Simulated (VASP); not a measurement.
Crystal: Ni.

```
CELL_PARAMETERS angstrom
2.56906 0.00000 0.00000
0.00000 2.56906 0.00000
0.00000 0.00000 2.56906
ATOMIC_POSITIONS crystal
Ni 0.00000 0.00000 0.00000
Ni 0.50000 0.50000 0.50000
```

This isn't the form of Ni at room conditions, which is fcc.

The cell isn't the ideal one: volume scaled by 0.8.

* Program: VASP 6.6.1
* Task: relaxation of cell and atoms
* Functional: SCAN
* Potentials or basis: VASP PAW PBE potentials, release 64 (Ni_pv)
* Cutoff: 600 eV
* k mesh: 10 × 10 × 10
* Occupations: fermi-dirac, width 0.05 eV
* Spin: collinear spin, antiferromagnetic start
* Starting moments: [1.0, -1.0] μB
* Hubbard terms: Ni d U = 4 eV, J = 1.0 eV

At the start: pressure 59.6 GPa; volume 8.48 Å³/atom.

Task: How do energy, volume and symmetry change on relaxing?

Result: Over 3 steps the energy falls by 231.4 meV/atom and the volume is 10.01 Å³/atom (+18.1 %); space group Im-3m (No. 229, to 0.05 Å); moment 0.00 μB per cell.

Step by step:
| step | energy change (eV) | largest force (eV/Å) | pressure (GPa) | volume (Å³) |
| --- | --- | --- | --- | --- |
| 1 | 0.0000 | 0.0000 | 59.61 | 16.96 |
| 2 | 0.3524 | 0.0000 | -29.65 | 25.93 |
| 3 | -0.4628 | 0.0000 | -0.13 | 20.02 |

Final structure:
```
Ni
1.0
     2.71554    0.00000    0.00000
     0.00000    2.71554    0.00000
     0.00000    0.00000    2.71554
Ni
2
Direct
  0.00000 0.00000 0.00000
  0.50000 0.50000 0.50000
```

Caveat: the PAW data sets were made with another functional, which shifts forces and pressure a little; the U is typed as a test and isn't derived for this compound.
